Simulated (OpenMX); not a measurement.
Runs of OpenMX 3.8.5 on C. It takes space group R-3m (No. 166, trigonal). The conventional cell has a = 2.466 Å, b = 2.466 Å, c = 24.848 Å, α = 90.00°, β = 90.00°, γ = 120.00°. C (site symmetry 3m) is surrounded by 3 C at 1.42 Å. Around C (site symmetry 3m) lie 3 C at 1.42 Å. This isn't the form of C at room conditions, which is graphite.

| task | potentials or basis | cell | k mesh | k mesh for the DOS | other keys | pressure (GPa) | largest force (eV/Å) |
| --- | --- | --- | --- | --- | --- | --- | --- |
| density of states | OpenMX 2013 LDA set, C6.0-s2p2d1, grid cutoff 300 Ry | as given | 13 × 13 × 13 | 17 × 17 × 17 | - | 2.6 | 0.17 |
| single point | OpenMX 2013 LDA set, C5.0-s2p2d1, fixed grid of 21 × 21 × 21 points | strain xy of 0.01 (engineering), atoms clamped | 12 × 12 × 12, shifted | - | scf.Init.Mixing.Weight = 0.1; scf.Max.Mixing.Weight = 0.1; … | -0.1 | 0.23 |
| single point | OpenMX 2013 LDA set, C5.0-s2p2d1, fixed grid of 21 × 21 × 21 points | strain zz of -0.01 (engineering), atoms clamped | 12 × 12 × 12, shifted | - | scf.Init.Mixing.Weight = 0.1; scf.Max.Mixing.Weight = 0.1; … | -0.5 | (b) |
| single point | OpenMX 2013 LDA set, C5.0-s2p2d1, fixed grid of 21 × 21 × 21 points | strain xx of -0.01 (engineering), atoms clamped | 12 × 12 × 12, shifted | - | scf.Init.Mixing.Weight = 0.1; scf.Max.Mixing.Weight = 0.1; … | 3.3 | 0.23 |
| single point | OpenMX 2013 LDA set, C5.0-s2p2d1, grid cutoff 300 Ry | as given | 12 × 12 × 12, shifted | - | scf.Init.Mixing.Weight = 0.1; scf.Max.Mixing.Weight = 0.1; … | -0.1 | 0.20 |
| single point | OpenMX 2013 LDA set, C5.0-s2p2d1, fixed grid of 21 × 21 × 21 points | strain zz of 0.01 (engineering), atoms clamped | 12 × 12 × 12, shifted | - | scf.Init.Mixing.Weight = 0.1; scf.Max.Mixing.Weight = 0.1; … | 0.4 | (a) |
| single point | OpenMX 2013 LDA set, C5.0-s2p2d1, fixed grid of 21 × 21 × 21 points | strain xz of -0.01 (engineering), atoms clamped | 12 × 12 × 12, shifted | - | scf.Init.Mixing.Weight = 0.1; scf.Max.Mixing.Weight = 0.1; … | -0.1 | 0.20 |
| single point | OpenMX 2013 LDA set, C5.0-s2p2d1, fixed grid of 21 × 21 × 21 points | strain xz of 0.01 (engineering), atoms clamped | 12 × 12 × 12, shifted | - | scf.Init.Mixing.Weight = 0.1; scf.Max.Mixing.Weight = 0.1; … | -0.1 | 0.20 |

Alike in all rows: level LDA; no spin polarisation; smearing fermi-dirac 0.05 eV.

Q: Fill in the values left out.

A: (a) 0.21; (b) 0.19.

Caveats: the basis of atomic orbitals isn't converged, which shifts pressures, moduli and gaps; the shifted mesh misses Γ and other band edges, so no gap is listed (some runs); an odd mesh through Γ misses points on the zone boundary, where band edges often lie (some runs).
